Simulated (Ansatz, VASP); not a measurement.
CdTe: VASP beside Ansatz

```xyz
2
Lattice="0.0000 3.0683 3.0683 3.0683 0.0000 3.0683 3.0683 3.0683 0.0000" Properties=species:S:1:pos:R:3 pbc="T T T"
Cd    3.0683    3.0683    3.0683
Te    0.0000    0.0000    0.0000
```

Alike in both runs: task single point; functional r2SCAN; dispersion D4; k mesh 6 × 6 × 6; occupations gaussian, width 0.05 eV; no spin polarisation.

```csv
,VASP,Ansatz
version,VASP 6.6.1,Ansatz 0.2.0
potentials or method,"VASP PAW PBE potentials, release 64 (Cd, Te)","scalar-relativistic, plane waves, PAW"
plane-wave cutoff (eV),520,500
valence electrons in the cell,18,36
```

Ansatz gave:

```
gap on the k mesh at the Fermi level (eV) : none
pressure (GPa)                            : -2.0
dispersion energy (meV/atom)              : -146.4
```

**Question.** What did VASP give for the same quantities?

**Answer.** gap on the k mesh at the Fermi level (eV): none; pressure (GPa): -1.8; dispersion energy (meV/atom): -146.2.

A gap of «none» marks a metal or a gap that the smearing closes. The two sets of potentials don't hold the same shells in valence.

Caveats: the PAW data sets were made with another functional, which shifts forces and pressure a little (VASP); pairwise dispersion overbinds metals, which lowers pressure and volume. The runs have no spin-orbit coupling, so splittings on Te are missing.
